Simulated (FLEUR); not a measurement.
# Hf (Im-3m) in FLEUR: a series of runs, part 2 of 2

FLEUR MaX-R8.1 (later development tree). Earlier steps stand in the parts before.

## 3. Equation of state, SCAN, 22.11 Å³/atom (volume scaled by 0.94)

The input, inp.xml:

```xml
<?xml version="1.0" encoding="UTF-8" standalone="no"?>
<fleurInput fleurInputVersion="0.39">
   <comment>
      Hf                                                                                                  
   </comment>
   <calculationSetup>
      <cutoffs Kmax="4.1" Gmax="12.7" GmaxXC="12.7" numbands="0"/>
      <scfLoop itmax="80" minDistance="0.0001" maxIterBroyd="30" imix="Anderson" alpha="0.05" precondParam="0.0" spinf="2.0" sdNocoIR="T"/>
      <coreElectrons ctail="F" frcor="F" kcrel="0" coretail_lmax="0"/>
      <xcFunctional name="LibXC" relativisticCorrections="F">
         <LibXCName exchange="mgga_x_scan" correlation="mgga_c_scan"/>
         <AuxGGA exchange="117" correlation="130"/>
      </xcFunctional>
      <magnetism jspins="1"/>
      <soc l_soc="F" theta="0.0" phi="0.0" spav="F"/>
      <expertModes spex="0" secvar="F"/>
      <geometryOptimization l_f="F" forcealpha="1.0" forcemix="BFGS" epsdisp="0.00001" epsforce="0.00001"/>
      <ldaU l_linMix="F" mixParam="0.05" spinf="1.0"/>
   </calculationSetup>
   <cell>
      <bzIntegration valenceElectrons="26.0" mode="hist" fermiSmearingEnergy="0.00183747">
         <kPointListSelection listName="default-1"/>
         <!-- k-points included here -->
         <xi:include xmlns:xi="http://www.w3.org/2001/XInclude" href="kpts.xml"> </xi:include>
      </bzIntegration>
      <!-- symmetry operations included here -->
      <xi:include xmlns:xi="http://www.w3.org/2001/XInclude" href="sym.xml"> </xi:include>
      <bulkLattice scale="0.9795861087">
         <bravaisMatrix>
            <row-1>   -3.4109556549029998     3.4109556549029998     3.4109556549029998</row-1>
            <row-2>    3.4109556549029998    -3.4109556549029998     3.4109556549029998</row-2>
            <row-3>    3.4109556549029998     3.4109556549029998    -3.4109556549029998</row-3>
         </bravaisMatrix>
      </bulkLattice>
   </cell>
   <atomSpecies>
      <species name="Hafnium (Hf)" element="Hf" atomicNumber="72">
         <mtSphere radius="2.66" gridPoints="879" logIncrement="0.015"/>
         <atomicCutoffs lmax="10" lnonsphr="10"/>
         <electronConfig flipSpins="F">
            <coreConfig>(1s1/2) (2s1/2) (2p1/2) (2p3/2) (3s1/2) (3p1/2) (3p3/2) (4s1/2) (3d3/2) (3d5/2) (4p1/2) (4p3/2) (4d3/2) (4d5/2)</coreConfig>
            <valenceConfig>(5s1/2) (5p1/2) (5p3/2) (6s1/2) (4f5/2) (4f7/2) (5d3/2) (5d5/2)</valenceConfig>
            <stateOccupation state="(5d3/2)" spinUp="0.400000" spinDown="0.400000"/>
            <stateOccupation state="(5d5/2)" spinUp="0.600000" spinDown="0.600000"/>
         </electronConfig>
         <energyParameters s="6" p="6" d="5" f="4"/>
         <lo type="SCLO" l="0" n="5" eDeriv="0"/>
         <lo type="SCLO" l="1" n="5" eDeriv="0"/>
         <lo type="SCLO" l="2" n="5" eDeriv="2"/>
         <lo type="SCLO" l="3" n="4" eDeriv="2"/>
      </species>
   </atomSpecies>
   <atomGroups>
      <atomGroup species="Hafnium (Hf)">
         <relPos label="                   1">.0000000000 .0000000000 .0000000000</relPos>
         <force calculate="T" relaxXYZ="TTT"/>
      </atomGroup>
   </atomGroups>
   <output dos="F" band="F" slice="F">
      <checks vchk="F" cdinf="F"/>
      <bandDOS minEnergy="-.5*Htr" maxEnergy="0.5*Htr" sigma="0.015" storeEVData="T"/>
      <vacuumDOS vacdos="F" integ="F" star="F" nstars="0" locx1="0.0" locy1="0.0" locx2="0.0" locy2="0.0" nstm="0" tworkf="0.0"/>
      <unfoldingBand unfoldBand="F" supercellX="1" supercellY="1" supercellZ="1"/>
      <plotting iplot="0" polar="F">
         <plot TwoD="T" vec1="  1.0  0.0  0.0" vec2="  0.0  1.0  0.0" vec3="  0.0  0.0  1.0" zero="  0.0  0.0  0.0" file="plot"/>
      </plotting>
      <chargeDensitySlicing numkpt="0" minEigenval="0.0" maxEigenval="0.0" nnne="0" pallst="F"/>
      <specialOutput eonly="F"/>
      <moessbauerParams electricFieldGradient="T" isomerShift="T" coreHyperfine="T" valenceHyperfine="T"/>
      <magneticCircularDichroism mcd="F" energyLo="-10.0" energyUp="0.0"/>
   </output>
  <!-- We include the file relax.xml here to enable relaxations (see documentation) -->
  <xi:include xmlns:xi="http://www.w3.org/2001/XInclude" href="relax.xml"> <xi:fallback/> </xi:include>
</fleurInput>
```

Potentials or basis: all-electron, FLAPW.

Command:

```
inpgen -f crystal.txt -profile fastHighL
# inp.xml edited to the form shown
fleur_MPI
```

Output:

```text
Welcome to FLEUR        (www.flapw.de)
      MaX-Release 8.1          (www.max-centre.eu)
 func_ids         267         263         267         263
 MetaGGA potential functional detected - V_tau will be computed
 Auxiliary Potential for radial basis: exchange=         117  correlation=         130
The functional 'SCAN exchange of Sun, Ruzsinszky, and Perdew' is an exchange functional, it belongs to the 'MGGA' family and is defined in the reference(s):
[1] J. Sun, A. Ruzsinszky, and J. P. Perdew.,  Phys. Rev. Lett. 115, 036402 (2015)
The functional 'SCAN correlation of Sun, Ruzsinszky, and Perdew' is a correlation functional, it belongs to the 'MGGA' family and is defined in the reference(s):
[1] J. Sun, A. Ruzsinszky, and J. P. Perdew.,  Phys. Rev. Lett. 115, 036402 (2015)
 Using same functional for VXC and EXC

 ========== k-point set info ==========
 Selected k-point list: default-1
 k-point list type: mesh
[... 33 lines left out ...]
[1] J. P. Perdew, K. Burke, and M. Ernzerhof.,  Phys. Rev. Lett. 77, 3865 (1996)
[2] J. P. Perdew, K. Burke, and M. Ernzerhof.,  Phys. Rev. Lett. 78, 1396 (1997)
 Using same functional for VXC and EXC
 Iteration:     3   Distance:      43.20785095 me/bohr^3
The functional 'Hammer, Hansen, and Norskov' is an exchange functional, it belongs to the 'GGA' family and is defined in the reference(s):
[1] B. Hammer, L. B. Hansen, and J. K. Nørskov.,  Phys. Rev. B 59, 7413 (1999)
[... 68 lines left out ...]
The functional 'Hammer, Hansen, and Norskov' is an exchange functional, it belongs to the 'GGA' family and is defined in the reference(s):
[1] B. Hammer, L. B. Hansen, and J. K. Nørskov.,  Phys. Rev. B 59, 7413 (1999)
The functional 'Perdew, Burke & Ernzerhof' is a correlation functional, it belongs to the 'GGA' family and is defined in the reference(s):
[1] J. P. Perdew, K. Burke, and M. Ernzerhof.,  Phys. Rev. Lett. 77, 3865 (1996)
[2] J. P. Perdew, K. Burke, and M. Ernzerhof.,  Phys. Rev. Lett. 78, 1396 (1997)
 Using same functional for VXC and EXC
 Iteration:    14   Distance:       0.00013810 me/bohr^3
The functional 'Hammer, Hansen, and Norskov' is an exchange functional, it belongs to the 'GGA' family and is defined in the reference(s):
[1] B. Hammer, L. B. Hansen, and J. K. Nørskov.,  Phys. Rev. B 59, 7413 (1999)
The functional 'Perdew, Burke & Ernzerhof' is a correlation functional, it belongs to the 'GGA' family and is defined in the reference(s):
[1] J. P. Perdew, K. Burke, and M. Ernzerhof.,  Phys. Rev. Lett. 77, 3865 (1996)
[2] J. P. Perdew, K. Burke, and M. Ernzerhof.,  Phys. Rev. Lett. 78, 1396 (1997)
 Using same functional for VXC and EXC
 Iteration:    15   Distance:       0.00004800 me/bohr^3

 ********************************************************************
 Run finished successfully
 Stop message:
   all done
 ********************************************************************
```

out.xml (last iteration):

```text
<iteration numberForCurrentRun="   15" overallNumber="   15">
         <energyParameters units="Htr">
            <atomicEP atomType="1" spin="1" branch="6s" branchLowest="-1.81" branchHighest="1.89" value="0.3037953460"/>
            <atomicEP atomType="1" spin="1" branch="6p" branchLowest="-0.61" branchHighest="2.72" value="0.4366803336"/>
            <atomicEP atomType="1" spin="1" branch="5d" branchLowest="-6.94" branchHighest="0.93" value="0.4527464476"/>
            <atomicEP atomType="1" spin="1" branch="4f" branchLowest="-9.99" branchHighest="0.02" value="0.0425986511"/>
[... 98 lines left out ...]
            </atomTypeDependentContributions>
            <tkbTimesEntropy value="0.0004750927"/>
            <freeEnergy value="-15097.4016777506"/>
            <extrapolationTo0K value="-15097.4014402042"/>
         </totalEnergy>
         <densityConvergence units="me/bohr^3">
            <chargeDensity spin="1" distance="0.0000479983"/>
         </densityConvergence>
      </iteration>
```

Run time: 20 s. Hardware: 1 thread of Intel Xeon Platinum 8375C at 2.90GHz (Ice Lake), shared host; peak memory 0.09 GiB.

Results:

- Free energy: -410821.2284 eV
- Band gap on the k mesh: none (metal or under the smearing width)
- Valence electrons inside the program's atomic spheres: Hf 24.11 (radii Hf 2.66 bohr)

Caveat: the meta-GGA is that of a development version, with a GGA for the radial functions and cores and without core tails.

## 4. Equation of state, SCAN, 22.58 Å³/atom (volume scaled by 0.96)

inp.xml, as its differences from that of step 3:

```diff
@@ -27,3 +27,3 @@
       <xi:include xmlns:xi="http://www.w3.org/2001/XInclude" href="sym.xml"> </xi:include>
-      <bulkLattice scale="0.9795861087">
+      <bulkLattice scale="0.9864848297">
          <bravaisMatrix>
```

Command:

```
inpgen -f crystal.txt -profile fastHighL
# inp.xml edited to the form shown
fleur_MPI
```

It took 19 s on 1 thread of Intel Xeon Platinum 8375C at 2.90GHz (Ice Lake), shared host; peak memory 0.09 GiB.

Results (log left out):

```yaml
Free_energy: -410821.2142 eV
Band_gap_on_the_k_mesh: none (metal or under the smearing width)
Valence_electrons_inside_the_program's_atomic_spheres: Hf 24.07 (radii Hf 2.66 bohr)
```

Caveat: the meta-GGA is that of a development version, with a GGA for the radial functions and cores and without core tails.

## 5. Equation of state, SCAN, 23.52 Å³/atom

inp.xml, as its differences from that of step 4:

```diff
@@ -27,3 +27,3 @@
       <xi:include xmlns:xi="http://www.w3.org/2001/XInclude" href="sym.xml"> </xi:include>
-      <bulkLattice scale="0.9864848297">
+      <bulkLattice scale="1.0000000000">
          <bravaisMatrix>
```

Command:

```
inpgen -f crystal.txt -profile fastHighL
# inp.xml edited to the form shown
fleur_MPI
```

Run time: 21 s. Hardware: 1 thread of Intel Xeon Platinum 8375C at 2.90GHz (Ice Lake), shared host; peak memory 0.09 GiB.

It converged, with:

| Item | Value |
| --- | --- |
| Free energy | -410821.1705 eV |
| Band gap on the k mesh | none (metal or under the smearing width) |
| Valence electrons inside the program's atomic spheres | Hf 24.00 (radii Hf 2.66 bohr) |

Caveat: the meta-GGA is that of a development version, with a GGA for the radial functions and cores and without core tails.

## 6. Equation of state, SCAN, 24.46 Å³/atom (volume scaled by 1.04)

inp.xml, as its differences from that of step 5:

```diff
@@ -27,3 +27,3 @@
       <xi:include xmlns:xi="http://www.w3.org/2001/XInclude" href="sym.xml"> </xi:include>
-      <bulkLattice scale="1.0000000000">
+      <bulkLattice scale="1.0131594038">
          <bravaisMatrix>
```

Potentials or basis: all-electron, FLAPW.

Command:

```
inpgen -f crystal.txt -profile fastHighL
# inp.xml edited to the form shown
fleur_MPI
```

It took 23 s on 1 thread of Intel Xeon Platinum 8375C at 2.90GHz (Ice Lake), shared host; peak memory 0.09 GiB.

Results (log left out):

| Property | Result |
| --- | --- |
| Free energy | -410821.1096 eV |
| Band gap on the k mesh | none (metal or under the smearing width) |
| Valence electrons inside the program's atomic spheres | Hf 23.94 (radii Hf 2.66 bohr) |

Caveat: the meta-GGA is that of a development version, with a GGA for the radial functions and cores and without core tails.

## 7. Equation of state, SCAN, 24.93 Å³/atom (volume scaled by 1.06)

inp.xml, as its differences from that of step 6:

```diff
@@ -27,3 +27,3 @@
       <xi:include xmlns:xi="http://www.w3.org/2001/XInclude" href="sym.xml"> </xi:include>
-      <bulkLattice scale="1.0131594038">
+      <bulkLattice scale="1.0196128224">
          <bravaisMatrix>
```

Command:

```
inpgen -f crystal.txt -profile fastHighL
# inp.xml edited to the form shown
fleur_MPI
```

Run time: 25 s. Hardware: 1 thread of Intel Xeon Platinum 8375C at 2.90GHz (Ice Lake), shared host; peak memory 0.09 GiB.

Results (log left out):

```
Free energy                                           : -410821.0737 eV
Band gap on the k mesh                                : none (metal or under the smearing width)
Valence electrons inside the program's atomic spheres : Hf 23.91 (radii Hf 2.66 bohr)
```

Caveat: the meta-GGA is that of a development version, with a GGA for the radial functions and cores and without core tails.

## 8. Equation of state, SCAN

This step only gathers the single runs of the series.

What came out:

* Equilibrium volume: 21.28 Å³/atom (rough: see the caveat)
* Bulk modulus: 109 GPa (rough)

Energy against volume, from the lowest point:
```tsv
volume (Å³/atom)	energy (meV/atom)
22.112	0.00
22.582	14.17
23.523	57.86
24.464	118.79
24.934	154.67
```

Caveat: the minimum lies outside the volumes run; the meta-GGA is that of a development version, with a GGA for the radial functions and cores and without core tails. Spin-orbit coupling is left out, which matters for the levels of Hf.
